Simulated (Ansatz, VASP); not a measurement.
# One calculation of Sn, two programs

File INCAR:

```
ALGO = Normal
EDIFF = 1E-7
ENCUT = 520
GGA = PS
ISIF = 2
ISMEAR = -1
IVDW = 13
LASPH = T
LCHARG = F
LREAL = F
LWAVE = F
NBANDS = 13
NELM = 60
PREC = Accurate
SIGMA = 0.15
```

File KPOINTS:

```
k-points
0
Gamma
  11 11 11
```

File POSCAR:

```
Sn
1.0
   -1.9195844908      1.9195844908      1.9195844908
    1.9195844908     -1.9195844908      1.9195844908
    1.9195844908      1.9195844908     -1.9195844908
Sn
1
Direct
    0.0000000000      0.0000000000      0.0000000000
```

Input for Ansatz:

```yaml
crystal:
  lattice:
    - [-1.9195844907667063, 1.9195844907667063, 1.9195844907667063]
    - [1.9195844907667063, -1.9195844907667063, 1.9195844907667063]
    - [1.9195844907667063, 1.9195844907667063, -1.9195844907667063]
  atoms:
    - { symbol: Sn, position: [0.0, 0.0, 0.0] }
basis:
  ecutwfc: 517.016338673772
kpoints:
  mp_grid:
    grid: [11, 11, 11]
hamiltonian:
  xc: pbesol
  dispersion: d4
scf:
  convergence:
    dr2_threshold: 1.0e-09
  occupations:
    method: fermi_dirac
    width: 0.15
output:
  stress: true
```

This isn't the form of Sn at room conditions, which is tetragonal (white tin).

Alike in both runs: task single point; functional PBEsol; dispersion D4; k mesh 11 × 11 × 11; occupations fermi-dirac, width 0.15 eV; no spin polarisation.

|  | VASP | Ansatz |
| --- | --- | --- |
| version | VASP 6.6.1 | Ansatz 0.2.0 |
| potentials or method | VASP PAW PBE potentials, release 64 (Sn_d) | plane waves, PAW |
| plane-wave cutoff (eV) | 520 | 517 |
| valence electrons in the cell | 14 | 14 |

```csv
,VASP,Ansatz,Ansatz less VASP
pressure (GPa),-4.8,-4.7,+0.06
dispersion energy (meV/atom),-236.2,-236.4,-0.22
```

Ansatz warned: «stress_scf_threshold_loose».

Caveats: the PAW data sets were made with another functional, which shifts forces and pressure a little (VASP); pairwise dispersion overbinds metals, which lowers pressure and volume.
